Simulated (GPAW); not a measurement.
The system is LiCl.

```
Cl Li
1.0
     0.00000    2.56477    2.56477
     2.56477    0.00000    2.56477
     2.56477    2.56477    0.00000
Cl Li
1 1
Cartesian
  2.5648 2.5648 2.5648
  0.0000 0.0000 0.0000
```

```yaml
Program: GPAW 26.7.0
Task: relaxation of cell and atoms
Functional: PBE
Dispersion: D3(BJ)
Potentials_or_basis: GPAW PAW data sets (gpaw-data 1.2.1)
Cutoff: 800 eV
Basis: pw
k_mesh: 9 × 9 × 9
Occupations: fermi-dirac, width 0.05 eV
Spin: no spin polarisation
```

At the start: pressure -1.7 GPa; volume 16.87 Å³/atom.

Question: Where does the relaxation end?

Answer: Over 3 steps the energy falls by 4.4 meV/atom and the volume is 16.01 Å³/atom (-5.1 %); space group Fm-3m (No. 225, to 0.05 Å).

Step by step:
| step | energy change (eV) | largest force (eV/Å) | pressure (GPa) | volume (Å³) |
| --- | --- | --- | --- | --- |
| 1 | 0.0000 | 0.0000 | -1.71 | 33.74 |
| 2 | -0.0013 | 0.0000 | -1.59 | 33.61 |
| 3 | -0.0087 | 0.0000 | 0.11 | 32.02 |

Final structure:
```xyz
2
Lattice="0.0000 2.5204 2.5204 2.5204 0.0000 2.5204 2.5204 2.5204 0.0000" Properties=species:S:1:pos:R:3 pbc="T T T"
Cl    2.5204    2.5204    2.5204
Li    0.0000    0.0000    0.0000
```

Caveat: later steps reuse the first step's grids.
